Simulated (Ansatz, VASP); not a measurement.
HfB2 in VASP and in Ansatz

INCAR

```
SYSTEM = HfB2
ALGO = Fast
EDIFF = 1E-6
ENCUT = 520
GGA = PE
ISIF = 2
ISMEAR = 0
LASPH = .TRUE.
LCHARG = .TRUE.
LELF = .TRUE.
LREAL = .FALSE.
LVHAR = .TRUE.
LWAVE = .FALSE.
NBANDS = 25
NELM = 100
PREC = Accurate
SIGMA = 0.1
```

KPOINTS

```
k-points
0
G
  4 4 6
  0 0 0
```

The input POSCAR:

```
HfB2
1.0
    4.4410480981      0.0000000000      0.0000000000
    0.0000000000      4.5762723190      0.0000000000
    0.0000000000      0.0000000000      2.9891669891
Hf B
2 4
Direct
    0.5000000000      0.5000000000      0.5000000000
    0.0000000000      0.0000000000      0.0000000000
    0.2250000000      0.8250000000      0.5000000000
    0.7250000000      0.6750000000      0.0000000000
    0.7750000000      0.1750000000      0.5000000000
    0.2750000000      0.3250000000      0.0000000000
```

Input for Ansatz:

```yaml
crystal:
  lattice:
    - [4.4410480981, 0.0, 0.0]
    - [0.0, 4.576272319, 0.0]
    - [0.0, 0.0, 2.9891669891]
  atoms:
    - { symbol: Hf, position: [0.5, 0.5, 0.5] }
    - { symbol: Hf, position: [0.0, 0.0, 0.0] }
    - { symbol: B, position: [0.225, 0.825, 0.5] }
    - { symbol: B, position: [0.725, 0.675, 0.0] }
    - { symbol: B, position: [0.775, 0.175, 0.5] }
    - { symbol: B, position: [0.275, 0.325, 0.0] }
basis:
  ecutwfc: 420
kpoints:
  mp_grid: { grid: [4, 4, 6] }
hamiltonian:
  xc: pbe
scf:
  occupations: { method: gaussian, width: 0.1 }
  lower_state_search: "off"
output:
  forces: true
  stress: true
  eigenvalues: true
```

Alike in both runs: task single point; functional PBE; k mesh 4 × 4 × 6; occupations gaussian, width 0.1 eV; no spin polarisation.

|  | VASP | Ansatz |
| --- | --- | --- |
| version | VASP 6.6.1 | Ansatz 0.2.0 |
| potentials or method | VASP PAW PBE potentials, release 64 (Hf_pv, B) | scalar-relativistic, plane waves, PAW |
| plane-wave cutoff (eV) | 520 | 420 |
| valence electrons in the cell | 32 | 64 |

VASP gave:

```
gap on the k mesh at the Fermi level (eV) : none
rms of the force components (eV/Å)        : 0.683
```

Q: What did Ansatz give for the same quantities?

A: gap on the k mesh at the Fermi level (eV): none; rms of the force components (eV/Å): 0.647.

Atom by atom the forces differ by 0.037 eV/Å (rms over components). A gap of «none» marks a metal or a gap that the smearing closes. With one functional, cell and mesh, what is left measures potentials, basis and numerics. The two sets of potentials don't hold the same shells in valence.

Caveats: forces of over 1 eV/Å show positions far from the minimum, so gaps and moduli don't describe the material at rest. Spin-orbit coupling is left out, which matters for the levels of Hf.
